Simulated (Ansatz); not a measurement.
Cd: two-dimensional strain map

Level of theory: DFT PBE, scalar-relativistic, plane waves, PAW (Ansatz 0.2.0). Settings: plane waves to 420 eV, k-mesh 18×18×18 (Γ-centred), Gaussian smearing 0.15 eV. No spin polarisation. Energies are free energies at this smearing, counted from the undisturbed cell; pressure is positive in compression.

The undisturbed cell (as given, not relaxed at this level; it stands at 2.2 GPa; this fcc form isn't the usual structure):

```
Cd
1.0
     0.00000    2.21815    2.21815
     2.21815    0.00000    2.21815
     2.21815    2.21815    0.00000
Cd
1
Direct
  0.00000 0.00000 0.00000
```

The cell is strained by p along both x and y and by q along z, fractional coordinates fixed. Points are written (p, q).

Energy above the undisturbed cell in meV/atom (a dash: not computed):

| p \ q | -0.050 | 0.000 | 0.050 |
| --- | --- | --- | --- |
| -0.050 | 146.6 | 78.9 | 48.5 |
| 0.000 | 28.6 | 0.0 | -2.9 |
| 0.050 | 4.2 | 3.7 | – |

Pressure in GPa:

| p \ q | -0.050 | 0.000 | 0.050 |
| --- | --- | --- | --- |
| -0.050 | 14.9 | 9.7 | 5.9 |
| 0.000 | 5.4 | 2.2 | -0.1 |
| 0.050 | 0.2 | -1.8 | – |